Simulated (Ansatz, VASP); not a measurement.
## Two plane-wave programs on Mg

File INCAR:

```
  ALGO = Normal
  EDIFF = 1E-6
  ENCUT = 520
  GGA = PE
  ISIF = 2
  ISMEAR = 0
  LASPH = True
  LCHARG = True
  LELF = True
  LREAL = False
  LVHAR = True
  LWAVE = False
  NBANDS = 7
  NELM = 60
  PREC = Accurate
  SIGMA = 0.1
```

File KPOINTS:

```
k-points
0
Gamma
  16 16 16
```

File POSCAR:

```
Mg
1.0
    0.0000000000      2.1839752838      2.1839752838
    2.1839752838      0.0000000000      2.1839752838
    2.1839752838      2.1839752838      0.0000000000
Mg
1
Direct
    0.0000000000      0.0000000000      0.0000000000
```

Input for Ansatz:

```yaml
crystal:
  lattice:
    - [0.0, 2.1839752838, 2.1839752838]
    - [2.1839752838, 0.0, 2.1839752838]
    - [2.1839752838, 2.1839752838, 0.0]
  atoms:
    - { symbol: Mg, position: [0.0, 0.0, 0.0] }
basis:
  ecutwfc: 420
kpoints:
  mp_grid: { grid: [16, 16, 16] }
hamiltonian:
  xc: pbe
scf:
  occupations: { method: gaussian, width: 0.1 }
output:
  forces: true
  stress: true
  eigenvalues: true
  populations: true
```

Alike in both runs: task single point; functional PBE; k mesh 16 × 16 × 16; occupations gaussian, width 0.1 eV; no spin polarisation.

```csv
,VASP,Ansatz
version,VASP 6.6.1,Ansatz 0.2.0
potentials or method,"VASP PAW PBE potentials, release 64 (Mg)","scalar-relativistic, plane waves, PAW"
plane-wave cutoff (eV),520,420
valence electrons in the cell,2,10
```

```csv
,VASP,Ansatz,Ansatz less VASP
gap on the k mesh at the Fermi level (eV),none,none,-
pressure (GPa),4.4,4.5,+0.11
```

A gap of «none» marks a metal or a gap that the smearing closes. The two sets of potentials don't hold the same shells in valence.
